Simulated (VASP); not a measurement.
# Mg (P6_3/mmc) in VASP: notebook

Aim: see how the results for Mg move with the level of theory and the settings. Levels: LDA, PBEsol, PBE. Tasks: electric field gradients.

All numbers are computed with VASP 6.6.1; they aren't measurements. Logs are shortened: lines on timing, memory, paths and dates and some standing lists are left out, and cuts for length are marked.

## 1. The structure

The structure is hexagonal, space group P6_3/mmc (No. 194). The conventional cell has a = 3.209 Å, b = 3.209 Å, c = 5.210 Å, α = 90.00°, β = 90.00°, γ = 120.00°. Mg (site symmetry -6m2) has 12 Mg at 3.20 to 3.21 Å as nearest neighbours.

## 2. Electric field gradients, LDA (volume scaled by 1.04)

File INCAR:

```
SYSTEM = Mg
PREC = Accurate
ENCUT = 520
EDIFF = 1E-8
ISMEAR = -1
SIGMA = 0.05
LREAL = .False.
LASPH = .True.
NELM = 100
ALGO = Normal
ISIF = 2
LWAVE = .False.
LCHARG = .False.
LEFG = .True.
NBANDS = 9
```

File KPOINTS:

```
Automatic mesh
0
Gamma
  12 12 7
  0 0 0
```

File POSCAR:

```
Mg
1.0
    3.2515036326      0.0000000000      0.0000000000
   -1.6257518162      2.8158847463      0.0000000000
    0.0000000000      0.0000000000      5.2788948365
Mg
2
Direct
    0.3333333333      0.6666666667      0.2500000000
    0.6666666667      0.3333333333      0.7500000000
```

Potentials or basis: VASP PAW LDA potentials, release 64 (Mg).

Command:

```console
$ cat potpaw_LDA.64/Mg/POTCAR > POTCAR
$ mpirun -np 1 vasp_std > vasp.out
```

OUTCAR:

```text
SYSTEM = Mg
   PREC = Accurate
   ENCUT = 520
   EDIFF = 1E-8
   ISMEAR = -1
   LREAL = .False.
   LASPH = .True.
   NELM = 100
   ISIF = 2

 ion  position               nearest neighbor table
   1  0.333  0.667  0.250-   2 3.24   2 3.24   2 3.24   2 3.24   2 3.24   2 3.24
   2  0.667  0.333  0.750-   1 3.24   1 3.24   1 3.24   1 3.24   1 3.24   1 3.24

  LATTYP: Found a hexagonal cell.
 ALAT       =     3.2515036326
 C/A-ratio  =     1.6235242008

  Lattice vectors:

 A1 = (   3.2515036326,   0.0000000000,   0.0000000000)
 A2 = (  -1.6257518162,   2.8158847463,   0.0000000000)
 A3 = (   0.0000000000,   0.0000000000,   5.2788948365)

Analysis of symmetry for initial positions (statically):
=====================================================================
 Subroutine PRICEL returns:
 Original cell was already a primitive cell.

 Routine SETGRP: Setting up the symmetry group for a
 hexagonal supercell.

 Subroutine GETGRP returns: Found 24 space group operations
 (whereof 12 operations were pure point group operations)
 out of a pool of 24 trial point group operations.

The static configuration has the point symmetry D_3d.
 The point group associated with its full space group is D_6h.

Analysis of symmetry for dynamics (positions and initial velocities):
=====================================================================
 Subroutine PRICEL returns:
 Original cell was already a primitive cell.

 Routine SETGRP: Setting up the symmetry group for a
 hexagonal supercell.

 Subroutine GETGRP returns: Found 24 space group operations
 (whereof 12 operations were pure point group operations)
 out of a pool of 24 trial point group operations.

The dynamic configuration has the point symmetry D_3d.
 The point group associated with its full space group is D_6h.

 Subroutine INISYM returns: Found 24 space group operations
 (whereof 12 operations are pure point group operations),
 and found     1 'primitive' translations

----------------------------------------------------------------------------------------

                                     Primitive cell

  volume of cell :      48.3328

  direct lattice vectors                    reciprocal lattice vectors
     3.251503633  0.000000000  0.000000000     0.307550018  0.177564086  0.000000000
    -1.625751816  2.815884746  0.000000000     0.000000000  0.355128171  0.000000000
     0.000000000  0.000000000  5.278894837     0.000000000  0.000000000  0.189433590

  length of vectors
     3.251503633  3.251503633  5.278894837     0.355128171  0.355128171  0.189433590

  position of ions in fractional coordinates (direct lattice)
     0.333333333  0.666666667  0.250000000
     0.666666667  0.333333333  0.750000000

  ion indices of the primitive-cell ions
   primitive index   ion index
                 1           1
                 2           2

----------------------------------------------------------------------------------------

 KPOINTS: Automatic mesh

Automatic generation of k-mesh.
 Grid dimensions read from file:
 generate k-points for:   12   12    7

 Generating k-lattice:

  Cartesian coordinates                     Fractional coordinates (reciprocal lattice)
     0.025629168  0.014797007  0.000000000     0.083333333  0.000000000  0.000000000
     0.000000000  0.029594014  0.000000000     0.000000000  0.083333333  0.000000000
     0.000000000  0.000000000  0.027061941     0.000000000  0.000000000  0.142857143

  Length of vectors
     0.029594014  0.029594014  0.027061941

  Shift w.r.t. Gamma in fractional coordinates (k-lattice)
     0.000000000  0.000000000  0.000000000

 Subroutine IBZKPT returns following result:
 ===========================================

 Found     76 irreducible k-points:

 Following reciprocal coordinates:
            Coordinates               Weight
  0.000000  0.000000  0.000000      1.000000
  0.083333 -0.000000  0.000000      6.000000
  0.166667 -0.000000  0.000000      6.000000
  0.250000  0.000000  0.000000      6.000000
  0.333333  0.000000  0.000000      6.000000
  0.416667  0.000000  0.000000      6.000000
[... 16 lines left out ...]
  0.250000  0.000000  0.142857     12.000000
  0.333333  0.000000  0.142857     12.000000
 [... further k-points ...]
   k-points           NKPTS =     76   k-points in BZ     NKDIM =     76   number of bands    NBANDS=      9
   number of dos      NEDOS =    301   number of ions     NIONS =      2
   total plane-waves  NPLWV =  23040
   dimension x,y,z NGX =    24 NGY =   24 NGZ =   40
   dimension x,y,z NGXF=    48 NGYF=   48 NGZF=   80
   ions per type =               2
   NGX,Y,Z   is equivalent  to a cutoff of  12.27, 12.27, 12.60 a.u.
   NGXF,Y,Z  is equivalent  to a cutoff of  24.54, 24.54, 25.19 a.u.
 SYSTEM =  Mg
   PREC   = accura    normal or accurate (medium, high low for compatibility)
   ISTART =      0    job   : 0-new  1-cont  2-samecut
   ICHARG =      2    charge: 1-file 2-atom 10-const
   ISPIN  =      1    spin polarized calculation?
   LNONCOLLINEAR =      F non collinear calculations
   LSORBIT =      F    spin-orbit coupling
   LASPH  =      T    aspherical Exc in radial PAW
   ENCUT  =  520.0 eV  38.22 Ry    6.18 a.u.   6.05  6.05  9.82*2*pi/ulx,y,z
   NELM   =    100;   NELMIN=  2; NELMDL= -5     # of ELM steps
   EDIFF  = 0.1E-07   stopping-criterion for ELM
   LREAL  =      F    real-space projection
   EDIFFG = 0.1E-06   stopping-criterion for IOM
   NSW    =      0    number of steps for IOM
   IBRION =     -1    ionic relax: 0-MD 1-quasi-New 2-CG
   NFREE  =      0    steps in history (QN), initial steepest desc. (CG)
   ISIF   =      2    stress and relaxation
   ISYM   =      2    0-nonsym 1-usesym 2-fastsym
   POTIM  = 0.5000    time-step for ionic-motion
   TEBEG  =    0.0;   TEEND  =   0.0 temperature during run
   PSTRESS=    0.0 pullay stress
   NELECT =       4.0000    total number of electrons
   NUPDOWN=      -1.0000    fix difference up-down
   EMIN   =  10.00;   EMAX   =-10.00  energy-range for DOS
   EFERMI =   0.00;   METHOD = LEGACY
   ISMEAR =    -1;   SIGMA  =   0.05  broadening in eV -4-tet -1-fermi 0-gaus
   EFERMI_NEDOS =   21; number of points for ismear=-14 and -15
   IALGO  =     38    algorithm
   IMIX   =      4    mixing-type and parameters
     AMIX     =   0.40;   BMIX     =  1.00
     AMIX_MAG =   1.60;   BMIX_MAG =  1.00
  volume/ion in A,a.u.               =      24.17       163.08
  Fermi-wavevector in a.u.,A,eV,Ry     =   0.713424  1.348175  6.925001  0.508973
  Thomas-Fermi vector in A             =   1.801058
   LORBIT       =      0    0 simple, 1 ext, 2 COOP (PROOUT), +10 PAW based schemes
   GGA     = CA    functional components
   LHFCALC =     F    Hartree Fock is set to
   AEXX    =    0.0000 exact exchange contribution
   IVDW    =     0    specifies the selected vdW correction
   LEPSILON=     F    determine dielectric tensor
   LRPA    =     F    only Hartree local field effects (RPA)
 non-spin polarized calculation
  energy-cutoff  :      520.00
  volume of cell :       48.33
 maximum number of plane-waves:      1320
   NGX = 13   NGY = 13   NGZ = 19

 number of electron       4.0000000 magnetization

 Free energy of the ion-electron system (eV)
  ---------------------------------------------------
  ext. energy  EPLUGINS =         0.00000000
  ---------------------------------------------------
  free energy    TOTEN  =        -3.55104734 eV

  energy without entropy =       -3.54292225  energy(sigma->0) =       -3.54698479

 E-fermi :   2.1660     XC(G=0):  -8.5157

 val. band max:        2.1502456371   @ k =   0.3333   0.1667   0.1429
 cond. band min:       2.2182005589   @ k =   0.2500   0.0833   0.0000
 fundamental gap:      0.0679549218
 Fermi energy:         2.1659824653

 k-point     1 :       0.0000    0.0000    0.0000
  band No.  band energies     occupation
      1      -4.4922      2.00000
      2       0.6457      2.00000
      3       0.9282      2.00000
      4      12.7494      0.00000
      5      12.7494      0.00000
      6      12.8143      0.00000
      7      12.8143      0.00000
      8      13.7407      0.00000
      9      15.1125      0.00000
[... 265 lines left out ...]
 k-point    24 :       0.3333    0.0000    0.1429
  band No.  band energies     occupation
      1      -2.2952      2.00000
      2       1.3942      2.00000
      3       3.6375      0.00000
      4       4.5429      0.00000
      5       7.3143      0.00000
      6       9.2992      0.00000
      7       9.6455      0.00000
      8      11.0116      0.00000
      9      12.5790      0.00000

 [... further k-points ...]

------------------------ aborting loop because EDIFF is reached ----------------------------------------

  FORCE on cell =-STRESS in cart. coord.  units (eV):
  Direction    XX          YY          ZZ          XY          YZ          ZX
  --------------------------------------------------------------------------------------
  -------------------------------------------------------------------------------------
  Total       -1.0797305     -1.0797305     -1.3356487     -0.0000000      0.0000000      0.0000000
  in kB      -35.7918237    -35.7918237    -44.2752166     -0.0000000      0.0000000      0.0000000
  external PRESSURE =     -38.6196213 kB  Pullay stress =       0.0000000 kB

 VOLUME and BASIS-vectors are now :
 -----------------------------------------------------------------------------
  energy-cutoff  :      520.00
  volume of cell :       48.33
      direct lattice vectors                 reciprocal lattice vectors
     3.251503633  0.000000000  0.000000000     0.307550018  0.177564086  0.000000000
    -1.625751816  2.815884746  0.000000000     0.000000000  0.355128171  0.000000000
     0.000000000  0.000000000  5.278894837     0.000000000  0.000000000  0.189433590

 POSITION                                       TOTAL-FORCE (eV/Angst)
 -----------------------------------------------------------------------------------
     -0.00000      1.87726      1.31972        -0.000000      0.000000      0.000000
      1.62575      0.93863      3.95917         0.000000      0.000000      0.000000
 -----------------------------------------------------------------------------------
    total drift:                                0.000000     -0.000000      0.000000

  FREE ENERGIE OF THE ION-ELECTRON SYSTEM (eV)
  ---------------------------------------------------
  free  energy   TOTEN  =        -3.5510473418 eV

  energy  without entropy=       -3.5429222465  energy(sigma->0) =       -3.54698479

 Electric field gradients (V/A^2)
---------------------------------------------------------------------
 ion       V_xx      V_yy      V_zz      V_xy      V_xz      V_yz
---------------------------------------------------------------------
   1      -0.627    -0.627     1.255     0.000    -0.000     0.000
   2      -0.627    -0.627     1.255     0.000     0.000    -0.000
---------------------------------------------------------------------

 Electric field gradients after diagonalization (V/A^2)
 (convention: |V_zz| > |V_xx| > |V_yy|)
----------------------------------------------------------------------
 ion       V_xx      V_yy      V_zz     asymmetry (V_yy - V_xx)/ V_zz
----------------------------------------------------------------------
   1      -0.627    -0.627     1.255       0.000
   2      -0.627    -0.627     1.255       0.000
----------------------------------------------------------------------

           NMR quadrupolar parameters

 Cq : quadrupolar parameter    Cq=e*Q*V_zz/h
 eta: asymmetry parameters     (V_yy - V_xx)/ V_zz
 Q  : nuclear electric quadrupole moment in mb (millibarn)
----------------------------------------------------------------------
 ion       Cq(MHz)       eta       Q (mb)
----------------------------------------------------------------------
   1       0.003       0.000       1.000
   2       0.003       0.000       1.000
----------------------------------------------------------------------
```

Wall time 6.6 s (1 thread of Intel Xeon 6975P-C (Granite Rapids), shared host); peak memory 0.15 GiB.

What came out:

```
Free energy            : -3.5510 eV
Pressure               : -3.9 GPa
Band gap on the k mesh : none (metal or under the smearing width)
```

Electric field gradients, principal values (V/Å²):
```csv
atom,Vxx,Vyy,Vzz
1 Mg,-0.627,-0.627,1.255
2 Mg,-0.627,-0.627,1.255
```

## 3. Electric field gradients, PBEsol

File INCAR:

```
SYSTEM = Mg
ALGO = Normal ; EDIFF = 1E-8
ENCUT = 520 ; GGA = PS
ISIF = 2 ; ISMEAR = -1
LASPH = .TRUE. ; LCHARG = .FALSE.
LEFG = .TRUE. ; LREAL = .FALSE.
LWAVE = .FALSE. ; NBANDS = 9
NELM = 100 ; PREC = Accurate
SIGMA = 0.05
```

File KPOINTS:

```
k-points
0
G
  12 12 7
  0 0 0
```

File POSCAR:

```
Mg
1.0
    3.2092715325      0.0000000000      0.0000000000
   -1.6046357662      2.7793106748      0.0000000000
    0.0000000000      0.0000000000      5.2103300000
Mg
2
Direct
    0.3333333333      0.6666666667      0.2500000000
    0.6666666667      0.3333333333      0.7500000000
```

Potentials or basis: VASP PAW PBE potentials, release 64 (Mg).

Command:

```console
$ cat potpaw_PBE.64/Mg/POTCAR > POTCAR
$ mpirun -np 1 vasp_std > vasp.out
```

OUTCAR:

```text
SYSTEM = Mg
   EDIFF = 1E-8
   ENCUT = 520
   GGA = PS
   ISIF = 2
   ISMEAR = -1
   LASPH = .TRUE.
   LREAL = .FALSE.
   NELM = 100
   PREC = Accurate

 ion  position               nearest neighbor table
   1  0.333  0.667  0.250-   2 3.20   2 3.20   2 3.20   2 3.20   2 3.20   2 3.20
   2  0.667  0.333  0.750-   1 3.20   1 3.20   1 3.20   1 3.20   1 3.20   1 3.20

  LATTYP: Found a hexagonal cell.
 ALAT       =     3.2092715325
 C/A-ratio  =     1.6235242008

  Lattice vectors:

 A1 = (   3.2092715325,   0.0000000000,   0.0000000000)
 A2 = (  -1.6046357662,   2.7793106748,   0.0000000000)
 A3 = (   0.0000000000,   0.0000000000,   5.2103300000)

Analysis of symmetry for initial positions (statically):
=====================================================================
 Subroutine PRICEL returns:
 Original cell was already a primitive cell.

 Routine SETGRP: Setting up the symmetry group for a
 hexagonal supercell.
[... 480 lines left out ...]
  volume of cell :       46.47
      direct lattice vectors                 reciprocal lattice vectors
     3.209271532  0.000000000  0.000000000     0.311597193  0.179900723  0.000000000
    -1.604635766  2.779310675  0.000000000     0.000000000  0.359801446  0.000000000
     0.000000000  0.000000000  5.210330000     0.000000000  0.000000000  0.191926423

 POSITION                                       TOTAL-FORCE (eV/Angst)
 -----------------------------------------------------------------------------------
     -0.00000      1.85287      1.30258        -0.000000     -0.000000      0.000000
      1.60464      0.92644      3.90775         0.000000      0.000000      0.000000
 -----------------------------------------------------------------------------------
    total drift:                                0.000000     -0.000000      0.000000

  FREE ENERGIE OF THE ION-ELECTRON SYSTEM (eV)
  ---------------------------------------------------
  free  energy   TOTEN  =        -3.4451541132 eV

  energy  without entropy=       -3.4376568206  energy(sigma->0) =       -3.44140547

 Electric field gradients (V/A^2)
---------------------------------------------------------------------
 ion       V_xx      V_yy      V_zz      V_xy      V_xz      V_yz
---------------------------------------------------------------------
   1      -0.556    -0.556     1.113    -0.000    -0.000     0.000
   2      -0.556    -0.556     1.113    -0.000     0.000    -0.000
---------------------------------------------------------------------

 Electric field gradients after diagonalization (V/A^2)
 (convention: |V_zz| > |V_xx| > |V_yy|)
----------------------------------------------------------------------
 ion       V_xx      V_yy      V_zz     asymmetry (V_yy - V_xx)/ V_zz
----------------------------------------------------------------------
   1      -0.556    -0.556     1.113       0.000
   2      -0.556    -0.556     1.113       0.000
----------------------------------------------------------------------

           NMR quadrupolar parameters

 Cq : quadrupolar parameter    Cq=e*Q*V_zz/h
 eta: asymmetry parameters     (V_yy - V_xx)/ V_zz
 Q  : nuclear electric quadrupole moment in mb (millibarn)
----------------------------------------------------------------------
 ion       Cq(MHz)       eta       Q (mb)
----------------------------------------------------------------------
   1       0.003       0.000       1.000
   2       0.003       0.000       1.000
----------------------------------------------------------------------
```

OSZICAR:

```text
N       E                     dE             d eps       ncg     rms          rms(c)
DAV:   1    -0.739058562915E+00   -0.73906E+00   -0.13141E+03  1368   0.316E+02
DAV:   2    -0.341626674980E+01   -0.26772E+01   -0.25923E+01  1838   0.275E+01
DAV:   3    -0.346520397594E+01   -0.48937E-01   -0.48069E-01  1810   0.286E+00
DAV:   4    -0.346534899688E+01   -0.14502E-03   -0.14500E-03  1728   0.156E-01
DAV:   5    -0.346534964051E+01   -0.64363E-06   -0.64364E-06  1678   0.102E-02    0.971E-01
DAV:   6    -0.345483640995E+01    0.10513E-01   -0.64490E-04  1590   0.163E-01    0.619E-01
DAV:   7    -0.344514909717E+01    0.96873E-02   -0.26783E-03  1455   0.296E-01    0.322E-02
DAV:   8    -0.344515475327E+01   -0.56561E-05   -0.19771E-05  1910   0.271E-02    0.646E-03
DAV:   9    -0.344515429575E+01    0.45752E-06   -0.93489E-07  1551   0.408E-03    0.570E-04
DAV:  10    -0.344515414367E+01    0.15208E-06   -0.44721E-09  1812   0.367E-04    0.164E-04
DAV:  11    -0.344515411431E+01    0.29360E-07   -0.33772E-10   933   0.131E-04    0.103E-05
DAV:  12    -0.344515411319E+01    0.11227E-08   -0.72209E-12   803   0.145E-05
   1 F= -.34451541E+01 E0= -.34414055E+01  d E =-.749729E-02
```

stdout:

```text
POSCAR found type information on POSCAR Mg
 POSCAR found :  1 types and       2 ions
 scaLAPACK will be used
 -----------------------------------------------------------------------------
|                                                                             |
|                                                                             |
|     You enforced a specific xc type in the INCAR file but a different       |
|     I HOPE YOU KNOW WHAT YOU ARE DOING!                                     |
|                                                                             |
 -----------------------------------------------------------------------------

 LDA part: xc-table for (Slater+PW92), standard interpolation
 POSCAR, INCAR and KPOINTS ok, starting setup
 FFT: planning ... GRIDC
 FFT: planning ... GRID_SOFT
 FFT: planning ... GRID
 WAVECAR not read
 entering main loop
ion   1

ion   2
```

Wall time 8 s (1 thread of Intel Xeon 6975P-C (Granite Rapids), shared host); peak memory 0.17 GiB.

Results:

```
Free energy            : -3.4452 eV
Pressure               : -1.2 GPa
Band gap on the k mesh : none (metal or under the smearing width)
```

Stress tensor (GPa, compression positive):
```
-0.91  0.00  0.00
 0.00 -0.91  0.00
 0.00  0.00 -1.77
```

Electric field gradients, principal values (V/Å²):
```csv
atom,Vxx,Vyy,Vzz
1 Mg,-0.556,-0.556,1.113
2 Mg,-0.556,-0.556,1.113
```

Caveat: the PAW data sets were made with another functional, which shifts forces and pressure a little.

[end of part 1 of 2]
